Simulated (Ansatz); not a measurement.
AlSb (zinc blende): values from a third-order Birch-Murnaghan fit to a volume scan beside measured ones. Computed values: PBEsol (plane waves to 420 eV, PAW, scalar-relativistic; Ansatz, an electronic-structure program). AlSb was relaxed with its symmetry unable to fall. Spin-orbit coupling is left out, though Sb is heavy.

| quantity | reference | kind |
|---|---|---|
| Lattice constant a (Å) | 6.128 | measured at or taken to low temperature |
| Bulk modulus B₀ (GPa) | 58.2 | measured, room temperature or unstated |

References as given in: Guo-Xu Zhang, Anthony M Reilly, Alexandre Tkatchenko et al., New Journal of Physics (2018), doi:10.1088/1367-2630/aac7f0; Cormac Toher, Corey Oses, Jose J. Plata et al., Physical Review Materials (2017), arXiv:1611.05714. Values not taken to low temperature hold thermal and zero-point shifts that a static calculation lacks, so small differences there are no errors of the method.

Q: What does PBEsol give, and how far is that from the reference?

A: 
```csv
quantity,PBEsol,difference
Lattice constant a (Å),6.157,+0.5 %
Bulk modulus B₀ (GPa),53.7,-7.8 %
```

PBEsol overestimates the lattice constant a by 0.5 %.

(Under strain, the slope of the energy per volume gives the stress and its curvature an elastic modulus.)
